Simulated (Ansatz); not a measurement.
**CrCuO2**

The computed numbers are results of r²SCAN, scalar-relativistic (collinear spin) in the plane-wave PAW code Ansatz at 500 eV, 10×10×10 k-mesh, Gaussian smearing of 0.05 eV; PAW files: Ansatz's generated set soft_2.

```
CELL_PARAMETERS angstrom
1.49083 0.86073 5.67069
-1.49083 0.86073 5.67069
0.00000 -1.72147 5.67069
ATOMIC_POSITIONS crystal
Cr 0.50000 0.50000 0.50000
Cu 0.00000 0.00000 0.00000
O 0.10796 0.10796 0.10796
O 0.89204 0.89204 0.89204
```

The chain of runs began from a cell as deposited in COD, expanded in volume.

Magnetic state: ferromagnetic, site spin moments Cr 2.45 μB.

The run above is the reference. The same cell was run again with other input settings; several of them aren't fit for production, so the rows show the settings' effect and aren't properties of the material.

```tsv
keys changed	outcome	ΔE (meV/atom)	P (GPa)	gap on the mesh (eV)	cell moment (μB)	largest force component (eV/Å)	SCF iterations	rough core-seconds	new warnings
none (reference)	converged	0.0	0.0	1.72	3.00	0.007	–	–	–
hamiltonian.hubbard: {"sites": [{"species": "Cu", "l": "d", "u_eff": 1.0}], "double_counting": "fll"}	converged	–	0.2	1.80	3.00	0.091	17	60	–
basis.xc_grid: 3; hamiltonian.xc: "r2scan" → "revpbe"	converged	–	8.3	1.14	3.00	0.089	13	26	–
scf.mixing.algorithm: "msr1"; scf.mixing.beta: 0.1; scf.mixing.ndim: 8; hamiltonian.hubbard: {"sites": [{"species": "Cu", "l": "d", "u_eff": 6.0}], "double_counting": "amf"}; kpoints.mp_grid.shift: [0.5, 0.5, 0.5]	converged	–	-0.4	1.51	3.00	0.056	24	70	–
basis.ecutwfc: 500 → "450 eV"	converged	1.8	0.0	1.72	3.00	0.007	14	50	cutoff below recommended
scf.occupations.width: 0.05 → 0.3	converged	0.0	0.0	1.72	3.00	0.007	14	50	–
basis.xc_grid: 2	converged	0.0	0.0	1.72	3.00	0.007	14	40	–
```

ΔE is the energy with the smearing extrapolated to zero. It is left out where the change alters the Hamiltonian or the spin treatment. The varied runs start from atomic densities (corrected by the program's trained start where that serves), with the default search for lower states unless a row changes it, while the reference went on from a saved state, so a magnet may end in another state whatever the setting.

**Question.** What happens with these changes: scf.convergence.dr2_threshold: 1e-05?

**Answer.** outcome converged, ΔE (meV/atom) 0.0, P (GPa) 0.0, gap on the mesh (eV) 1.72, cell moment (μB) 3.00, largest force component (eV/Å) 0.008, SCF iterations 11, rough core-seconds 40, new warnings force scf threshold loose; stress scf threshold loose.

2 further runs (cut off, refused for memory, with changed atoms or starts, or in doubt) are left out.

Of the reference: Semilocal functionals underestimate band gaps, commonly by a third or more. The run wasn't fully tested for a lower electronic state. Site moments are of spin, integrated over atomic spheres.
